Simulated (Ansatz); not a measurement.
**Cu: how the axes shrink under pressure**

Cu, P6_3/mmc, a = 2.520 Å, c = 8.235 Å. This isn't the element's structure at ambient conditions. Ansatz: PBEsol, PAW, 420 eV, Γ-centred 18×18×6 mesh on 4 atoms, Gaussian smearing 0.10 eV; no spin polarisation. Cell and atoms are relaxed at each pressure, and no other structure is tried, so the rows at high pressure may lie past a change of phase. y = 100 ln(c/c0) with c0 = 8.2353 Å, so nearly a change in per cent. The pressures are the targets, met within 0.02 GPa.

```tsv
P (GPa)	y	100 ln(a/a0)
-3.0	?	?
0.0	0.00	0.00
3.0	-0.57	-0.58
8.0	-1.42	-1.44
15.0	-2.46	-2.49
30.0	-4.31	-4.33
60.0	-7.05	-7.08
```

Fit y = c1 P + c2 P² to the other rows, give the linear compressibility along c, and predict the missing y.

Least squares on the rows shown. y = −0.1755 P + 0.0009707 P². The linear compressibility along c is −c1/100 = 1.75 per TPa, against 1.77 along a from the same fit to the last column (its missing entry is 0.62): the crystal is about as stiff along both at low pressure. The runs next to zero pressure give 1.97 and 2.01, so a parabola over the whole range misstates the start. With a term in P³ added, the coefficient of P becomes -0.1916, 9 % more, which shows how far this figure hangs on the form. At P = -3.0 the fit asked for gives 0.54. The run gave 0.61, so the fit is 0.07 too low, within twice the rms miss on the fitted rows (0.06).

The mesh isn't the same in all rows (18×18×6, 24×24×6).